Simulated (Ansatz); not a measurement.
# Ionic part of the dielectric constant of BP at 1 GPa, mode by mode

Computed with Ansatz, DFT PBE, scalar-relativistic, plane waves, PAW. Settings: 420 eV plane-wave cutoff, Γ-centred 10×10×10 mesh, fixed occupations. No spin polarisation. Phonons by linear response, acoustic sum rule imposed.

The structure is cubic, space group F-43m (No. 216). Conventional cell: a = 4.539 Å, b = 4.539 Å, c = 4.539 Å, α = 90.00°, β = 90.00°, γ = 90.00°. Around B (site symmetry -43m) lie 4 P at 1.97 Å. Around P (site symmetry -43m) lie 4 B at 1.97 Å.

The primitive cell has V = 23.38 Å³ and ε∞,xx = 9.154. Each polar mode adds Δε = (4.92064×10⁷/V)·S/ν² along x, with S its oscillator strength in e²/amu, ν in cm⁻¹ and V in Å³.

Q: From these modes, find each Δε and ε0,xx.
| ν (cm⁻¹) | S_xx (e²/amu) |
| --- | --- |
| 804.5 | 0.03266 |

A:
```tsv
ν (cm⁻¹)	Δε
804.5	0.11
```

The sum is 0.106, so ε0,xx = 9.26; the run's tensor has 9.26.

Q: Where do the longitudinal modes lie for a wave vector along x?

A: At 809 cm⁻¹. The Lyddane–Sachs–Teller product Π(ν_LO/ν_TO)² = 1.01 matches ε0/ε∞ = 1.01.

Cost: 1 run of about 0.19 core-minutes, on AMD EPYC 9R45 (Zen 5) (shared hosts).